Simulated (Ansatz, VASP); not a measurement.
# W in VASP and in Ansatz

The input INCAR:

```
PREC     = Accurate       # precision mode
ENCUT    = 520            # plane-wave cutoff, eV
EDIFF    = 1E-6           # SCF threshold, eV
ISMEAR   = -1             # smearing method
SIGMA    = 0.1            # smearing width, eV
LREAL    = False          # projectors in reciprocal space
LASPH    = True           # aspherical terms in the spheres
NELM     = 100            # most SCF steps
ALGO     = Normal         # electronic algorithm
ISIF     = 2              # what is computed and relaxed
LWAVE    = False          # write WAVECAR
LCHARG   = False          # write CHGCAR
GGA      = RE             # functional
NBANDS   = 13             # bands
```

KPOINTS

```
regular mesh
0
Gamma
  13 13 13
```

File POSCAR:

```
W
1.0
    2.7153480917      0.0000000000      0.0000000000
    0.0000000000      2.7153480917      0.0000000000
    0.0000000000      0.0000000000      2.7153480917
W
1
Direct
    0.0000000000      0.0000000000      0.0000000000
```

Input for Ansatz:

```yaml
crystal:
  lattice:
    - [2.7153480917, 0.0, 0.0]
    - [0.0, 2.7153480917, 0.0]
    - [0.0, 0.0, 2.7153480917]
  atoms:
    - { symbol: W, position: [0.0, 0.0, 0.0] }
hamiltonian:
  xc: revpbe
  pseudopotentials:
    kind: paw
    azcp:
      W: "pseudopotentials/W.paw.azcp"
basis:
  ecutwfc: 420
  fft_grid_basis: typed
kpoints:
  mp_grid: { grid: [13, 13, 13], shift: [0, 0, 0] }
magnetization:
  spin_polarized: false
scf:
  occupations: { method: fermi_dirac, width: 0.1 }
  lower_state_search: "off"
output:
  stress: true
```

Alike in both runs: task single point; functional revPBE; k mesh 13 × 13 × 13; occupations fermi-dirac, width 0.1 eV; no spin polarisation.

|  | VASP | Ansatz |
| --- | --- | --- |
| version | VASP 6.6.1 | Ansatz 0.2.0 |
| potentials or method | VASP PAW PBE potentials, release 64 (W_sv) | plane waves (420 eV) with PAW, scalar-relativistic |
| plane-wave cutoff (eV) | 520 | 420 |
| valence electrons in the cell | 14 | 14 |

|  | VASP | Ansatz | Ansatz less VASP |
| --- | --- | --- | --- |
| pressure (GPa) | -13.7 | -14.0 | -0.30 |

Caveats: the PAW data sets were made with another functional, which shifts forces and pressure a little (VASP). Spin-orbit coupling is left out, which matters for the levels of W.
